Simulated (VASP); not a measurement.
# PbS (Galena) (Fm-3m) in VASP: a series of runs

Runs on PbS (Galena). Level: PBE+D3(BJ). Tasks: relaxation of the atoms.

Program: VASP 6.6.1. These are calculated values, not measurements. Logs are shortened: lines on timing, memory, paths and dates and some standing lists are left out, and cuts for length are marked.

### Step 1. The undisturbed crystal

It takes space group Fm-3m (No. 225, cubic). Conventional cell: a = 5.931 Å, b = 5.931 Å, c = 5.931 Å, α = 90.00°, β = 90.00°, γ = 90.00°. Around Pb (site symmetry m-3m) lie 6 S at 2.97 Å. Around S (site symmetry m-3m) lie 6 Pb at 2.97 Å.

### Step 2. Relaxation of the atoms, PBE+D3(BJ) (a relaxed cell with its volume scaled by 1.04)

Input file INCAR:

```
SYSTEM = PbS
PREC = Accurate ; ENCUT = 600
EDIFF = 1E-7 ; ISMEAR = 0
SIGMA = 0.03 ; LREAL = .FALSE.
LASPH = .TRUE. ; NELM = 80
ALGO = Normal ; ISIF = 2
LWAVE = .FALSE. ; LCHARG = .FALSE.
GGA = PE ; IVDW = 12
IBRION = 2 ; NSW = 40
EDIFFG = -0.01
```

Input file KPOINTS:

```
Automatic mesh
0
G
  8 8 8
  0 0 0
```

Input file POSCAR:

```
PbS                                     
1.0
   -0.0000000000      3.0061179162      3.0061179162
    3.0061179162     -0.0000000000      3.0061179162
    3.0061179162      3.0061179162      0.0000000000
  Pb              S             
     1     1
Direct
     0.0000000000000000    1.0000000000000000    1.0000000000000000
     0.5000000000000000    0.5000000000000000    0.5000000000000000
```

Potentials or basis: VASP PAW PBE potentials, release 64 (Pb_d, S).

Launch:

```bash
> cat potpaw_PBE.64/Pb_d/POTCAR potpaw_PBE.64/S/POTCAR > POTCAR
> mpirun -np 1 vasp_std > vasp.out
```

OUTCAR:

```text
SYSTEM = PbS
   PREC = Accurate
   ENCUT = 600
   EDIFF = 1E-7
   ISMEAR = 0
   LREAL = .FALSE.
   LASPH = .TRUE.
   NELM = 80
   ISIF = 2
   GGA = PE
   IVDW = 12
   IBRION = 2
   NSW = 40
   EDIFFG = -0.01
 IVDW          = 12

 ion  position               nearest neighbor table
   1  0.000  0.000  0.000-   2 3.01   2 3.01   2 3.01   2 3.01   2 3.01   2 3.01
   2  0.500  0.500  0.500-   1 3.01   1 3.01   1 3.01   1 3.01   1 3.01   1 3.01

  LATTYP: Found a face centered cubic cell.
 ALAT       =     6.0122358324

  Lattice vectors:

 A1 = (   0.0000000000,   3.0061179162,   3.0061179162)
 A2 = (   3.0061179162,   0.0000000000,   3.0061179162)
 A3 = (   3.0061179162,   3.0061179162,   0.0000000000)

Analysis of symmetry for initial positions (statically):
=====================================================================
 Subroutine PRICEL returns:
 Original cell was already a primitive cell.

 Routine SETGRP: Setting up the symmetry group for a
 face centered cubic supercell.

 Subroutine GETGRP returns: Found 48 space group operations
 (whereof 48 operations were pure point group operations)
 out of a pool of 48 trial point group operations.

The static configuration has the point symmetry O_h .

Analysis of symmetry for dynamics (positions and initial velocities):
=====================================================================
 Subroutine PRICEL returns:
 Original cell was already a primitive cell.

 Routine SETGRP: Setting up the symmetry group for a
 face centered cubic supercell.

 Subroutine GETGRP returns: Found 48 space group operations
 (whereof 48 operations were pure point group operations)
 out of a pool of 48 trial point group operations.

The dynamic configuration has the point symmetry O_h .

 Subroutine INISYM returns: Found 48 space group operations
 (whereof 48 operations are pure point group operations),
 and found     1 'primitive' translations

----------------------------------------------------------------------------------------

                                     Primitive cell

  volume of cell :      54.3310

  direct lattice vectors                    reciprocal lattice vectors
     0.000000000  3.006117916  3.006117916    -0.166327474  0.166327474  0.166327474
     3.006117916  0.000000000  3.006117916     0.166327474 -0.166327474  0.166327474
     3.006117916  3.006117916  0.000000000     0.166327474  0.166327474 -0.166327474

  length of vectors
     4.251292727  4.251292727  4.251292727     0.288087636  0.288087636  0.288087636

  position of ions in fractional coordinates (direct lattice)
     0.000000000  0.000000000  0.000000000
     0.500000000  0.500000000  0.500000000

  ion indices of the primitive-cell ions
   primitive index   ion index
                 1           1
                 2           2

----------------------------------------------------------------------------------------

 KPOINTS: Automatic mesh

Automatic generation of k-mesh.
 Grid dimensions read from file:
 generate k-points for:    8    8    8

 Generating k-lattice:

  Cartesian coordinates                     Fractional coordinates (reciprocal lattice)
    -0.020790934  0.020790934  0.020790934     0.125000000  0.000000000  0.000000000
     0.020790934 -0.020790934  0.020790934     0.000000000  0.125000000  0.000000000
     0.020790934  0.020790934 -0.020790934     0.000000000  0.000000000  0.125000000

  Length of vectors
     0.036010954  0.036010954  0.036010954

  Shift w.r.t. Gamma in fractional coordinates (k-lattice)
     0.000000000  0.000000000  0.000000000

 Subroutine IBZKPT returns following result:
 ===========================================

 Found     29 irreducible k-points:

 Following reciprocal coordinates:
            Coordinates               Weight
  0.000000  0.000000  0.000000      1.000000
  0.125000  0.000000  0.000000      8.000000
  0.250000  0.000000  0.000000      8.000000
  0.375000  0.000000  0.000000      8.000000
  0.500000  0.000000  0.000000      4.000000
  0.125000  0.125000  0.000000      6.000000
[... 16 lines left out ...]
  0.500000  0.250000  0.125000     48.000000
 -0.375000  0.250000  0.125000     24.000000
 [... further k-points ...]
   k-points           NKPTS =     29   k-points in BZ     NKDIM =     29   number of bands    NBANDS=     14
   number of dos      NEDOS =    301   number of ions     NIONS =      2
   total plane-waves  NPLWV =  46656
   dimension x,y,z NGX =    36 NGY =   36 NGZ =   36
   dimension x,y,z NGXF=    72 NGYF=   72 NGZF=   72
   ions per type =               1   1
   NGX,Y,Z   is equivalent  to a cutoff of  14.08, 14.08, 14.08 a.u.
   NGXF,Y,Z  is equivalent  to a cutoff of  28.16, 28.16, 28.16 a.u.
 SYSTEM =  PbS
   PREC   = accura    normal or accurate (medium, high low for compatibility)
   ISTART =      0    job   : 0-new  1-cont  2-samecut
   ICHARG =      2    charge: 1-file 2-atom 10-const
   ISPIN  =      1    spin polarized calculation?
   LNONCOLLINEAR =      F non collinear calculations
   LSORBIT =      F    spin-orbit coupling
   LASPH  =      T    aspherical Exc in radial PAW
   ENCUT  =  600.0 eV  44.10 Ry    6.64 a.u.   8.49  8.49  8.49*2*pi/ulx,y,z
   NELM   =     80;   NELMIN=  2; NELMDL= -5     # of ELM steps
   EDIFF  = 0.1E-06   stopping-criterion for ELM
   LREAL  =      F    real-space projection
   EDIFFG = -.1E-01   stopping-criterion for IOM
   NSW    =     40    number of steps for IOM
   IBRION =      2    ionic relax: 0-MD 1-quasi-New 2-CG
   NFREE  =      1    steps in history (QN), initial steepest desc. (CG)
   ISIF   =      2    stress and relaxation
   ISYM   =      2    0-nonsym 1-usesym 2-fastsym
   POTIM  = 0.5000    time-step for ionic-motion
   TEBEG  =    0.0;   TEEND  =   0.0 temperature during run
   PSTRESS=    0.0 pullay stress
   NELECT =      20.0000    total number of electrons
   NUPDOWN=      -1.0000    fix difference up-down
   EMIN   =  10.00;   EMAX   =-10.00  energy-range for DOS
   EFERMI =   0.00;   METHOD = LEGACY
   ISMEAR =     0;   SIGMA  =   0.03  broadening in eV -4-tet -1-fermi 0-gaus
   EFERMI_NEDOS =   21; number of points for ismear=-14 and -15
   IALGO  =     38    algorithm
   IMIX   =      4    mixing-type and parameters
     AMIX     =   0.40;   BMIX     =  1.00
     AMIX_MAG =   1.60;   BMIX_MAG =  1.00
  volume/ion in A,a.u.               =      27.17       183.32
  Fermi-wavevector in a.u.,A,eV,Ry     =   1.173281  2.217180 18.729631  1.376589
  Thomas-Fermi vector in A             =   2.309697
   LORBIT       =      0    0 simple, 1 ext, 2 COOP (PROOUT), +10 PAW based schemes
   GGA     = PE    functional components
   LHFCALC =     F    Hartree Fock is set to
   AEXX    =    0.0000 exact exchange contribution
   IVDW    =    12    specifies the selected vdW correction
   LEPSILON=     F    determine dielectric tensor
   LRPA    =     F    only Hartree local field effects (RPA)
 conjugate gradient relaxation of ions
 non-spin polarized calculation
 Gauss-broadening in eV      SIGMA  =   0.03
  energy-cutoff  :      600.00
  volume of cell :       54.33
 maximum number of plane-waves:      1839
 NGX is ok and might be reduce to    36
   NGX = 17   NGY = 17   NGZ = 17

 number of electron      19.9999998 magnetization

 Free energy of the ion-electron system (eV)
  ---------------------------------------------------
  ext. energy  EPLUGINS =         0.00000000
  ---------------------------------------------------
  free energy    TOTEN  =        -8.77007646 eV

  energy without entropy =       -8.77007646  energy(sigma->0) =       -8.77007646

 E-fermi :   5.3858     XC(G=0):  -9.4929

 val. band max:        5.2581952749   @ k =   0.5000   0.0000   0.0000
 cond. band min:       5.7630715378   @ k =   0.5000   0.0000   0.0000
 fundamental gap:      0.5048762629
 Fermi energy:         5.3857868119

 k-point     1 :       0.0000    0.0000    0.0000
  band No.  band energies     occupation
      1     -11.4654      2.00000
      2     -11.4654      2.00000
      3     -11.4654      2.00000
      4     -11.4480      2.00000
      5     -11.4480      2.00000
      6      -7.9409      2.00000
      7      -0.8104      2.00000
      8       3.3242      2.00000
      9       3.3242      2.00000
     10       3.3242      2.00000
     11      10.3906      0.00000
     12      10.3906      0.00000
     13      10.3906      0.00000
     14      12.1305      0.00000

 k-point     2 :       0.1250    0.0000    0.0000
  band No.  band energies     occupation
      1     -11.4646      2.00000
      2     -11.4625      2.00000
      3     -11.4625      2.00000
      4     -11.4489      2.00000
      5     -11.4489      2.00000
      6      -7.8163      2.00000
      7      -1.2013      2.00000
      8       3.3627      2.00000
      9       3.3627      2.00000
     10       3.6101      2.00000
     11       9.2442      0.00000
     12       9.6776      0.00000
     13       9.6776      0.00000
     14      12.0524      0.00000

 k-point     3 :       0.2500    0.0000    0.0000
  band No.  band energies     occupation
      1     -11.4657      2.00000
      2     -11.4657      2.00000
      3     -11.4632      2.00000
      4     -11.4408      2.00000
      5     -11.4408      2.00000
      6      -7.4722      2.00000
      7      -2.0665      2.00000
      8       3.4721      2.00000
      9       3.4721      2.00000
     10       4.1954      2.00000
     11       7.6673      0.00000
     12       8.5378      0.00000
     13       8.5378      0.00000
     14      12.2138      0.00000
[... 324 lines left out ...]
 k-point    23 :       0.5000    0.2500    0.1250
  band No.  band energies     occupation
      1     -11.4995      2.00000
      2     -11.4624      2.00000
      3     -11.4569      2.00000
      4     -11.4357      2.00000
      5     -11.4259      2.00000
      6      -6.7943      2.00000
      7      -2.7414      2.00000
      8       2.1186      2.00000
      9       2.8497      2.00000
     10       4.2090      2.00000
     11       7.1795      0.00000
     12       8.4892      0.00000
     13       9.4017      0.00000
     14      12.3803      0.00000

 k-point    24 :      -0.3750    0.2500    0.1250
  band No.  band energies     occupation
      1     -11.5041      2.00000
      2     -11.4635      2.00000
      3     -11.4503      2.00000
      4     -11.4399      2.00000
      5     -11.4221      2.00000
      6      -6.6019      2.00000
      7      -2.9820      2.00000
      8       2.1115      2.00000
      9       2.5033      2.00000
     10       4.3792      2.00000
     11       6.9195      0.00000
     12       8.6993      0.00000
     13       9.2806      0.00000
     14      13.3177      0.00000

 [... further k-points ...]

------------------------ aborting loop because EDIFF is reached ----------------------------------------

 Edisp (eV)   -0.66656

 E8    (eV) :    -0.3005

  FORCE on cell =-STRESS in cart. coord.  units (eV):
  Direction    XX          YY          ZZ          XY          YZ          ZX
  --------------------------------------------------------------------------------------
  -------------------------------------------------------------------------------------
  Total      -0.70530    -0.70530    -0.70530    -0.00000    -0.00000     0.00000
  in kB     -20.79880   -20.79880   -20.79880    -0.00000    -0.00000     0.00000
  external pressure =      -20.80 kB  Pullay stress =        0.00 kB

 VOLUME and BASIS-vectors are now :
 -----------------------------------------------------------------------------
  energy-cutoff  :      600.00
  volume of cell :       54.33
      direct lattice vectors                 reciprocal lattice vectors
     0.000000000  3.006117916  3.006117916    -0.166327474  0.166327474  0.166327474
     3.006117916  0.000000000  3.006117916     0.166327474 -0.166327474  0.166327474
     3.006117916  3.006117916  0.000000000     0.166327474  0.166327474 -0.166327474

 POSITION                                       TOTAL-FORCE (eV/Angst)
 -----------------------------------------------------------------------------------
      0.00000      0.00000      0.00000        -0.000000      0.000000      0.000000
      3.00612      3.00612      3.00612         0.000000     -0.000000     -0.000000
 -----------------------------------------------------------------------------------
    total drift:                                0.000000      0.000000      0.000000

  FREE ENERGIE OF THE ION-ELECTRON SYSTEM (eV)
  ---------------------------------------------------
  free  energy   TOTEN  =        -9.4366389596 eV

  energy  without entropy=       -9.4366389596  energy(sigma->0) =       -9.43663896

 reached required accuracy - stopping structural energy minimisation
```

It took 11 s on 1 thread of Intel Xeon 6975P-C (Granite Rapids), shared host; peak memory 0.22 GiB.

What came out:

* Free energy: -9.4366 eV
* Pressure after relaxing: -2.1 GPa
* Band gap on the k mesh: 0.50 eV, direct
* Dispersion energy per atom: -0.333 eV

Final structure:
```xyz
2
Lattice="0.0000 3.0061 3.0061 3.0061 0.0000 3.0061 3.0061 3.0061 0.0000" Properties=species:S:1:pos:R:3 pbc="T T T"
Pb    0.0000    0.0000    0.0000
S     3.0061    3.0061    3.0061
```

Caveat: the relaxation stopped at its first step, so nothing moved; spin-orbit coupling is left out, which as a rule narrows the gap of such compounds by several tenths of an eV.

### Step 3. Relaxation of the atoms, PBE+D3(BJ) (a relaxed cell with its volume scaled by 1.06)

INCAR is that of step 2.

KPOINTS is that of step 2.

Input file POSCAR:

```
PbS                                     
1.0
   -0.0000000000      3.0252656803      3.0252656803
    3.0252656803     -0.0000000000      3.0252656803
    3.0252656803      3.0252656803      0.0000000000
  Pb              S             
     1     1
Direct
     0.0000000000000000    1.0000000000000000    1.0000000000000000
     0.5000000000000000    0.5000000000000000    0.5000000000000000
```

Potentials or basis: VASP PAW PBE potentials, release 64 (Pb_d, S).

Launch:

```bash
> cat potpaw_PBE.64/Pb_d/POTCAR potpaw_PBE.64/S/POTCAR > POTCAR
> mpirun -np 1 vasp_std > vasp.out
```

Wall time 10 s (1 thread of Intel Xeon 6975P-C (Granite Rapids), shared host); peak memory 0.22 GiB.

Results (log left out):

| Item | Value |
| --- | --- |
| Free energy | -9.4203 eV |
| Pressure after relaxing | -2.9 GPa |
| Band gap on the k mesh | 0.56 eV, direct |
| Dispersion energy per atom | -0.327 eV |

Final structure:
```
CELL_PARAMETERS angstrom
0.00000 3.02527 3.02527
3.02527 0.00000 3.02527
3.02527 3.02527 0.00000
ATOMIC_POSITIONS crystal
Pb 0.00000 0.00000 0.00000
S 0.50000 0.50000 0.50000
```

Levels at points of the mesh, in eV from the valence-band top:
```tsv
k point	band 6	band 7	band 8	band 9	band 10	band 11	band 12	band 13	band 14
(0.00, 0.00, 0.00)	-13.02	-6.09	-1.83	-1.83	-1.83	5.09	5.09	5.09	6.93
(0.50, 0.00, 0.00)	-11.92	-8.46	-1.48	-1.48	0.00	0.56	2.14	2.14	8.64
(0.50, 0.50, 0.00)	-11.59	-7.07	-4.64	-3.01	-3.01	4.17	5.43	5.51	5.51
```

Caveat: the relaxation stopped at its first step, so nothing moved; spin-orbit coupling is left out, which as a rule narrows the gap of such compounds by several tenths of an eV. A k mesh can miss the band edges.
